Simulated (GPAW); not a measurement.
# TiO2 (P4_2/mnm) in GPAW: convergence with response cutoff (eV)

Aim: find how far response cutoff (eV) must go before the results for TiO2 settle, at LDA. This setting moves, with any that are tied to it; all else stays.

Everything below comes from runs of GPAW 26.7.0. Logs are shortened: lines on timing, memory, paths and dates and some standing lists are left out, and cuts for length are marked. The log counts tension as positive stress, the text compression.

## (1) The cell of the first run

Symmetry: P4_2/mnm, No. 136, tetragonal system. Conventional cell: a = 4.538 Å, b = 4.538 Å, c = 2.919 Å, α = 90.00°, β = 90.00°, γ = 90.00°. Ti (site symmetry mmm) has 6 O at 1.93 to 1.95 Å as nearest neighbours. Around O (site symmetry m2m) lie 3 Ti at 1.93 to 1.95 Å.

The cell is a database's computed one.

The cell isn't the ideal one: volume scaled by 0.96.

## (2) With response cutoff (eV) 10

run.py reads:

```python
import numpy as np
from ase.dft.bandgap import bandgap
from ase.io import read, write
from gpaw import GPAW, PW
from gpaw.response.df import DielectricFunction

atoms = read('POSCAR')

calc = GPAW(mode=PW(600),
            xc='LDA',
            kpts={'size': (5, 5, 7), 'gamma': True},
            occupations={'name': 'fermi-dirac', 'width': 0.001},
            nbands=43,
            convergence={'density': 1e-06},
            maxiter=150,
            txt='gpaw.txt')
atoms.calc = calc
energy = atoms.get_potential_energy()
calc.write('gs.gpw')
write('result.traj', atoms)
print(f'Energy: {energy:.6f} eV')
print('Fermi level:', round(calc.get_fermi_level(), 4), 'eV')
print(f'Gap: {bandgap(calc)[0]:.4f} eV, direct: {bandgap(calc, direct=True)[0]:.4f} eV')

for size in [(4, 4, 7)]:
    name = 'x'.join(str(n) for n in size)
    dense = calc.fixed_density(kpts={'size': size, 'gamma': True},
                               nbands=102, convergence={'bands': 96},
                               update_fermi_level=True, txt=f'dense-{name}.txt')
    dense.write(f'{name}.gpw', mode='all')
    df = DielectricFunction(f'{name}.gpw', frequencies=np.array([0.0]), hilbert=False, eta=0.001,
                            ecut=10, nbands=96, intraband=False, txt=f'df-{name}.txt')
    for xc in ['RPA']:
        for direction in ['x', 'y', 'z', [0, 1, 1], [1, 0, 1], [1, 1, 0]]:
            e0, e = df.get_macroscopic_dielectric_constant(xc=xc, direction=direction)
            print(f'{name} {xc} {direction}: {e0:.4f} without, {e:.4f} with local fields')
```

POSCAR reads:

```
TiO2
1.0
    4.5376697393      0.0000000000      0.0000000000
    0.0000000000      4.5376697393      0.0000000000
    0.0000000000      0.0000000000      2.9192192849
Ti O
2 4
Direct
    0.0000000000      0.0000000000      0.5000000000
    0.5000000000      0.5000000000      0.0000000000
    0.3043213200      0.3043213200      0.5000000000
    0.1956786800      0.8043213200      0.0000000000
    0.8043213200      0.1956786800      0.0000000000
    0.6956786800      0.6956786800      0.5000000000
```

Potentials or basis: the program's PAW data sets (release 1.2.1) made for this functional, pw.

Command:

```console
$ OMP_NUM_THREADS=1 python run.py
```

Run time: 5.8 min. Hardware: 1 thread of Arm Neoverse V1, shared host; peak memory 0.48 GiB.

What came out:

- Free energy: -57.1887 eV
- Band gap on the k mesh: 1.88 eV, direct
- Electronic dielectric tensor (diagonal): 6.94, 6.94, 8.14

## (3) With response cutoff (eV) 20

Changes to run.py since step 2:

```diff
@@ -31,3 +31,3 @@
     df = DielectricFunction(f'{name}.gpw', frequencies=np.array([0.0]), hilbert=False, eta=0.001,
-                            ecut=10, nbands=96, intraband=False, txt=f'df-{name}.txt')
+                            ecut=20, nbands=96, intraband=False, txt=f'df-{name}.txt')
     for xc in ['RPA']:
```

POSCAR is that of step 2.

Potentials or basis: the program's PAW data sets (release 1.2.1) made for this functional, pw.

Command:

```console
$ OMP_NUM_THREADS=1 python run.py
```

It took 5.8 min on 1 thread of Arm Neoverse V1, shared host; peak memory 0.48 GiB.

What came out:

```yaml
Free_energy: -57.1887 eV
Band_gap_on_the_k_mesh: 1.88 eV, direct
Electronic_dielectric_tensor_diagonal: 6.93, 6.93, 8.14
```

## (4) With response cutoff (eV) 30

Changes to run.py since step 3:

```diff
@@ -31,3 +31,3 @@
     df = DielectricFunction(f'{name}.gpw', frequencies=np.array([0.0]), hilbert=False, eta=0.001,
-                            ecut=20, nbands=96, intraband=False, txt=f'df-{name}.txt')
+                            ecut=30, nbands=96, intraband=False, txt=f'df-{name}.txt')
     for xc in ['RPA']:
```

POSCAR is that of step 3.

Command:

```console
$ OMP_NUM_THREADS=1 python run.py
```

Run time: 5.9 min. Hardware: 1 thread of Arm Neoverse V1, shared host; peak memory 0.48 GiB.

The run converged. Its results:

- Free energy: -57.1887 eV
- Band gap on the k mesh: 1.88 eV, direct
- Electronic dielectric tensor (diagonal): 6.90, 6.90, 8.11

## (5) With response cutoff (eV) 50

Changes to run.py since step 4:

```diff
@@ -31,3 +31,3 @@
     df = DielectricFunction(f'{name}.gpw', frequencies=np.array([0.0]), hilbert=False, eta=0.001,
-                            ecut=30, nbands=96, intraband=False, txt=f'df-{name}.txt')
+                            ecut=50, nbands=96, intraband=False, txt=f'df-{name}.txt')
     for xc in ['RPA']:
```

POSCAR is that of step 4.

Command:

```console
$ OMP_NUM_THREADS=1 python run.py
```

It took 5.8 min on 1 thread of Arm Neoverse V1, shared host; peak memory 0.49 GiB.

Results (log left out):

* Free energy: -57.1887 eV
* Band gap on the k mesh: 1.88 eV, direct
* Electronic dielectric tensor (diagonal): 6.80, 6.80, 7.98

## (6) With response cutoff (eV) 80

Changes to run.py since step 5:

```diff
@@ -31,3 +31,3 @@
     df = DielectricFunction(f'{name}.gpw', frequencies=np.array([0.0]), hilbert=False, eta=0.001,
-                            ecut=50, nbands=96, intraband=False, txt=f'df-{name}.txt')
+                            ecut=80, nbands=96, intraband=False, txt=f'df-{name}.txt')
     for xc in ['RPA']:
```

POSCAR is that of step 5.

Potentials or basis: the program's PAW data sets (release 1.2.1) made for this functional, pw.

Command:

```console
$ OMP_NUM_THREADS=1 python run.py
```

Wall time 5.8 min (1 thread of Arm Neoverse V1, shared host); peak memory 0.49 GiB.

It converged, with:

```
Free energy                             : -57.1887 eV
Band gap on the k mesh                  : 1.88 eV, direct
Electronic dielectric tensor (diagonal) : 6.73, 6.73, 7.92
```

## (7) With response cutoff (eV) 120

Changes to run.py since step 6:

```diff
@@ -31,3 +31,3 @@
     df = DielectricFunction(f'{name}.gpw', frequencies=np.array([0.0]), hilbert=False, eta=0.001,
-                            ecut=80, nbands=96, intraband=False, txt=f'df-{name}.txt')
+                            ecut=120, nbands=96, intraband=False, txt=f'df-{name}.txt')
     for xc in ['RPA']:
```

POSCAR is that of step 6.

Command:

```console
$ OMP_NUM_THREADS=1 python run.py
```

Wall time 5.9 min (1 thread of Arm Neoverse V1, shared host); peak memory 0.5 GiB.

Results (log left out):

```
Free energy                             : -57.1887 eV
Band gap on the k mesh                  : 1.88 eV, direct
Electronic dielectric tensor (diagonal) : 6.66, 6.66, 7.78
```

## (8) With response cutoff (eV) 160

Changes to run.py since step 7:

```diff
@@ -31,3 +31,3 @@
     df = DielectricFunction(f'{name}.gpw', frequencies=np.array([0.0]), hilbert=False, eta=0.001,
-                            ecut=120, nbands=96, intraband=False, txt=f'df-{name}.txt')
+                            ecut=160, nbands=96, intraband=False, txt=f'df-{name}.txt')
     for xc in ['RPA']:
```

POSCAR is that of step 7.

Potentials or basis: the program's PAW data sets (release 1.2.1) made for this functional, pw.

Command:

```console
$ OMP_NUM_THREADS=1 python run.py
```

gpaw.txt:

```text
__  _  _
 | _ |_)|_||  |
 |__||  | ||/\| - 26.7.0

Input parameters:
  mode=PW(ecut=600.0),
  convergence={'density': 1e-06},
  kpts=MonkhorstPack(size=(5, 5, 7), gamma=True),
  maxiter=150,
  nbands=43,
  occupations=Occupations(name='fermi-dirac', width=0.001),
  xc=XC(name='LDA')

Diagonalizing LCAO Hamiltonian
Converting LCAO to pw mode
    .----------.
   /|          |
  / |          |
 *  |      O   |
 |  .O---------.
 Ti/  O Ti    /
 |/       O  /
 *----------*

Atoms  # Å, Bohr magnetons
|   | symbol |        x |        y |        z |    initial magnetic moments |
|---|--------|----------|----------|----------|-----------------------------|
| 0 |     Ti | 0.000000 | 0.000000 | 1.459610 | ( 0.0000,  0.0000,  0.0000) |
| 1 |     Ti | 2.268835 | 2.268835 | 0.000000 | ( 0.0000,  0.0000,  0.0000) |
| 2 |      O | 1.380910 | 1.380910 | 1.459610 | ( 0.0000,  0.0000,  0.0000) |
| 3 |      O | 0.887925 | 3.649745 | 0.000000 | ( 0.0000,  0.0000,  0.0000) |
| 4 |      O | 3.649745 | 0.887925 | 0.000000 | ( 0.0000,  0.0000,  0.0000) |
| 5 |      O | 3.156760 | 3.156760 | 1.459610 | ( 0.0000,  0.0000,  0.0000) |

Unit cell  # Å
| periodic |        x |        y |        z |  lengths |    angles |
|----------|----------|----------|----------|----------|-----------|
|      yes | 4.537670 | 0.000000 | 0.000000 | 4.537670 | 90.000000 |
|      yes | 0.000000 | 4.537670 | 0.000000 | 4.537670 | 90.000000 |
|      yes | 0.000000 | 0.000000 | 2.919219 | 2.919219 | 90.000000 |

Number of symmetries: 8
Symmetry operations  # r_c * U_cc + t_c -> r_c
|   | kind |            matrix            |
|---|------|------------------------------|
| 0 |  E   |  1, 0, 0,  0, 1, 0,  0, 0, 1 |
| 1 |  σ   |  1, 0, 0,  0, 1, 0,  0, 0,-1 |
| 2 |  σ   |  0, 1, 0,  1, 0, 0,  0, 0, 1 |
| 3 |  C2  |  0, 1, 0,  1, 0, 0,  0, 0,-1 |
| 4 |  σ   |  0,-1, 0, -1, 0, 0,  0, 0, 1 |
| 5 |  C2  |  0,-1, 0, -1, 0, 0,  0, 0,-1 |
| 6 |  C2  | -1, 0, 0,  0,-1, 0,  0, 0, 1 |
| 7 |  i   | -1, 0, 0,  0,-1, 0,  0, 0,-1 |

BZ-sampling:
  Number of BZ points: 175
  Number of IBZ points: 36

  Monkhorst-Pack size: [5, 5, 7]
  Monkhorst-Pack shift: [0, 0, 0]

K-points  # in reciprocal-cell coordinates
|     |                                coordinates |     weight |
|-----|--------------------------------------------|------------|
|   0 | (  0.00000000,   0.00000000,   0.00000000) | 0.00571429 |
|   1 | (  0.00000000,   0.00000000,   0.14285714) | 0.01142857 |
|   2 | (  0.00000000,   0.00000000,   0.28571429) | 0.01142857 |
|   3 | (  0.00000000,   0.00000000,   0.42857143) | 0.01142857 |
|   4 | (  0.20000000,  -0.20000000,   0.00000000) | 0.01142857 |
|   5 | (  0.20000000,  -0.20000000,   0.14285714) | 0.02285714 |
|   6 | (  0.20000000,  -0.20000000,   0.28571429) | 0.02285714 |
|   7 | (  0.20000000,  -0.20000000,   0.42857143) | 0.02285714 |
|   8 | (  0.20000000,   0.00000000,   0.00000000) | 0.02285714 |
|   9 | (  0.20000000,   0.00000000,   0.14285714) | 0.04571429 |
| ... |                                            |            |
|  35 | (  0.40000000,   0.40000000,   0.42857143) | 0.02285714 |

Plane wave coefficients: 2016
Cutoff: 600.0 eV

Spin-components: 1 (collinear spins)
Bands:           43
Projectors:      32
Spin-degeneracy: 2
Datatype:        complex128

Density:
  Valence electrons: 48.0
  Components: 1
  Grid points: [27 27 18]
  Charge: 0.0  # |e|

Potential:
  Grid points: [27 27 18]

species:
  Ti:
    name:    Titanium
    Z:       22.0
    valence: 12
    core:    10
    charge:  0.0  # [|e|]
    compensation charges:
      type: gauss
      rc: 0.38  # [Å]
      lmax: 2
    cutoffs:
      filter: 2.23  # [Å]
      core: 1.02  # [Å]
    projectors
    | kind |    occ | energy [eV] | rcut [Å] |
    |------|--------|-------------|----------|
    |   3s |  2.000 |     -62.257 |    1.270 |
    |   4s |  2.000 |      -4.593 |    1.270 |
    |   3p |  6.000 |     -38.791 |    1.058 |
    |   4p |  0.000 |      -1.536 |    1.058 |
    |   3d |  2.000 |      -4.463 |    1.058 |
    |    d |        |      22.748 |    1.058 |

    Using partial waves for Ti as LCAO basis

  O:
    name:    Oxygen
    Z:       8.0
    valence: 6
    core:    2
    charge:  0.0  # [|e|]
    compensation charges:
      type: gauss
      rc: 0.21  # [Å]
      lmax: 2
    cutoffs:
      filter: 1.17  # [Å]
      core: 0.83  # [Å]
    projectors
    | kind |    occ | energy [eV] | rcut [Å] |
    |------|--------|-------------|----------|
    |   2s |  2.000 |     -23.752 |    0.688 |
    |   2p |  4.000 |      -9.195 |    0.598 |
    |    s |        |       3.459 |    0.688 |
    |    p |        |      18.016 |    0.598 |
    |    d |        |       0.000 |    0.619 |

    Using partial waves for O as LCAO basis

Reference energy: -54459.530392  # eV

eigensolver:
  PPCG
  Converge bands: occupied
  niter=2

density mixing:
  MSR1-Mixer
  Pratt-step length: 0.05
  Maximum mixing coefficient: 0.75
  Old densities: 10
  SVD Regularization: 0.005
  Good broyden scale: 1.0
  Trust region scale: 1.0
  Backstep threshold: 4.0
  History deletion threshold: 6.0
  Fourier metric: weight=20.0, sigma=0.015

occupation numbers:
  Fermi-Dirac:
    width: 0.0010  # eV

poisson solver:
  ecut: 4800.0  # eV

xc functional:
  name: None

convergence criteria:
- Maximum integral of absolute [dens]ity change: 1e-06 electrons / valence electron
- Maximum [total energy] change in last 3 cyles: 0.0005 eV / valence electron
- Maximum integral of absolute [eigenst]ate change: 4e-08 eV^2 / valence electron
maximum number of iterations: 150

SCF iterations
|iter     | |      energy | eigst |  dens |
|---------|-|-------------|-------|-------|
|iter:   1| |  -66.054531 | -0.21 |       |
|iter:   2| |  -63.212587 | -1.93 | -0.80 |
|iter:   3| |  -57.709493 | -0.72 | -0.86 |
|iter:   4| |  -57.260241 | -1.93 | -1.35 |
|iter:   5| |  -57.207073 | -2.70 | -1.62 |
|iter:   6| |  -57.188713 | -3.46 | -2.04 |
|iter:   7| |  -57.188667c| -4.92 | -3.05 |
|iter:   8| |  -57.188687c| -5.97 | -3.54 |
|iter:   9| |  -57.188664c| -6.46 | -3.67 |
|iter:  10| |  -57.188664c| -7.71c| -4.30 |
|iter:  11| |  -57.188664c| -7.73c| -4.89 |
|iter:  12| |  -57.188664c| -8.20c| -5.20 |
|iter:  13| |  -57.188664c| -8.98c| -5.62 |
|iter:  14| |  -57.188664c| -9.78c| -6.44c|

Converged in 14 steps
Energy contributions relative to reference atoms: (reference = -54459.530392)

Energy contributions:
  Kinetic:          62.441677
  Coulomb:         -70.051564
  Zero:              0.830394
  External:          0.000000
  Xc:              -50.409172
  Entropy:          -0.000000
  Spinorbit:         0.000000
  ----------------------------
  Free energy:     -57.188664
  Extrapolated:    -57.188664

dipole moment: (-14.698683, -14.698683, -25.795868)  # |e|*Ang

Fermi level: 6.375
Eigenvalues  # (at kpt = [0.000, 0.000, 0.000])
| band index |      eig [eV] | occ [0-2] |
|------------|---------------|-----------|
|          0 |       -50.393 |     2.000 |
|        ... |               |           |
|         16 |         1.744 |     2.000 |
|         17 |         3.055 |     2.000 |
|         18 |         3.055 |     2.000 |
|         19 |         3.684 |     2.000 |
|         20 |         5.016 |     2.000 |
|         21 |         5.252 |     2.000 |
[... 8 lines left out ...]
|         30 |        10.554 |     0.000 |
|         31 |        12.711 |     0.000 |
|        ... |               |           |
|         42 |        25.349 |     0.000 |

Gap: 1.881 eV
Transition (v -> c):
  (s=0, k=0, n=23, [0.00, 0.00, 0.00]) -> (s=0, k=0, n=24, [0.00, 0.00, 0.00])
No difference between direct/indirect transitions
# Writing to gs.gpw (mode='')
```

It took 5.9 min on 1 thread of Arm Neoverse V1, shared host; peak memory 0.52 GiB.

Results:

```yaml
Free_energy: -57.1887 eV
Band_gap_on_the_k_mesh: 1.88 eV, direct
Electronic_dielectric_tensor_diagonal: 6.63, 6.63, 7.76
```

## (9) The series at a glance

| response cutoff (eV) | dielectric constant | SCF cycles | CPU time (s) | peak memory (GiB) |
| --- | --- | --- | --- | --- |
| 10 | 7.339 | 14 | 350 | 0.48 |
| 20 | 7.332 | 14 | 350 | 0.48 |
| 30 | 7.305 | 14 | 350 | 0.48 |
| 50 | 7.195 | 14 | 350 | 0.49 |
| 80 | 7.128 | 14 | 350 | 0.49 |
| 120 | 7.032 | 14 | 350 | 0.5 |
| 160 | 7.011 | 14 | 360 | 0.52 |

Against the tightest run, the dielectric constant stays within 0.05 from 120 on. The tightest run that finished is the yardstick and may itself not be fully converged.

Caveats: the long-wavelength limit can be off by several per cent where d states take part; an odd mesh through Γ misses points on the zone boundary, where band edges often lie.
